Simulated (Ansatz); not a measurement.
Au: smearing entropy term against volume per atom

Kohn-Sham gap and band edges on the k mesh of a periodic cell at fixed atoms; k points in fractions of the reciprocal cell vectors; the gap counts as zero where a band crosses the Fermi level or it is under half the smearing width; plane waves with PAW datasets, Gamma-centred k mesh. The results are calculated, by Ansatz 0.2.0.

Cell of the first row (space group Pm-3m, No. 221):
```
Au
1.0
      3.8158     0.0000     0.0000
      0.0000     3.8158     0.0000
      0.0000     0.0000     3.8158
Au
3
Direct
  0.50000 0.00000 0.00000
  0.00000 0.50000 0.00000
  0.00000 0.00000 0.50000
```

Settings of every row: functional PBE; dispersion none; spin none; wave cutoff 420 eV; k mesh 12x12x12; occupations gaussian; smearing width 0.1 eV.

Limits: no spin-orbit coupling, which can matter with elements this heavy; the cell comes from a prototype or a list of computed structures and needn't be the stable phase.

| row | volume per atom (Å³) | smearing entropy term (meV/atom) |
| --- | --- | --- |
| 1 | 18.52 | -0.89 |
| 2 | 19.152 | -0.93 |
| 3 | 19.783 | ? |
| 4 | 20.415 | -1.04 |
| 5 | 21.046 | -1.11 |
| 6 | 21.677 | -1.17 |
| 7 | 22.309 | -1.24 |
| 8 | 23.151 | -1.33 |

Question: what smearing entropy term should row 3 give?

Worked fit of smearing entropy term. Take t = volume per atom − 21, in Å³. The shown rows have t = -2.48, -1.848, -0.585, 0.046, 0.677, 1.309, 2.151. Least squares give smearing entropy term = −1.101 − 0.0981 × t − 0.0046 × t² meV/atom; a straight line predicts inner rows, each left out in turn, worse (root mean square 0.0099 against 0.0059 meV/atom). The rows lie off it by 0.00, 0.01, 0.01, 0.00, 0.00, 0.00, 0.00. The withheld row has t = -1.217, so the fit gives −1.101 − 0.0981 × (-1.217) − 0.0046 × (-1.217)² = -0.99 meV/atom.

The calculation gave -0.98 meV/atom. The fit lies 0.01 meV/atom (1 % of the value, 2.3 % of the column's range) below it, one unit of the last digit.
